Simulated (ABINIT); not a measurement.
Crystal: Ge.

```
CELL_PARAMETERS angstrom
1.48805 -2.59469 0.00000
1.48805 2.59469 0.00000
0.00000 0.00000 4.72760
ATOMIC_POSITIONS crystal
Ge 0.33345 0.66655 0.25000
Ge 0.66655 0.33345 0.75000
```

This isn't the form of Ge at room conditions, which is diamond.

* Program: ABINIT 10.8.3 (patched build)
* Task: relaxation of cell and atoms
* Functional: PBE
* Dispersion: D4
* Potentials or basis: JTH PAW PBE v2.0
* Cutoff: 599 eV
* k mesh: 6 × 6 × 4
* Occupations: fermi-dirac, width 0.05 eV
* Spin: no spin polarisation

At the start: pressure 0.4 GPa; volume 18.25 Å³/atom.

Question: Where does the relaxation end?

Answer: Over 4 steps the energy falls by 6.5 meV/atom and the volume is 18.35 Å³/atom (+0.5 %); space group P6_3/mmc (No. 194, to 0.05 Å).

Step by step:
```csv
step,energy change (eV),largest force (eV/Å),pressure (GPa),volume (Å³)
1,0.0000,0.0006,0.37,36.51
2,-0.0041,0.0008,0.27,36.54
3,-0.0138,0.0001,0.06,36.69
4,-0.0130,0.0003,0.05,36.69
```

Final structure:
```
Ge
1.0
     1.47751   -2.56966    0.00000
     1.47751    2.56966    0.00000
     0.00000    0.00000    4.83245
Ge
2
Direct
  0.33343 0.66657 0.25000
  0.66657 0.33343 0.75000
```

Caveat: the k mesh is coarse (spacing up to 0.41 Å⁻¹), so the values aren't converged; the log and the count of SCF iterations are those of the last ABINIT call alone; pairwise dispersion overbinds metals, which lowers pressure and volume.
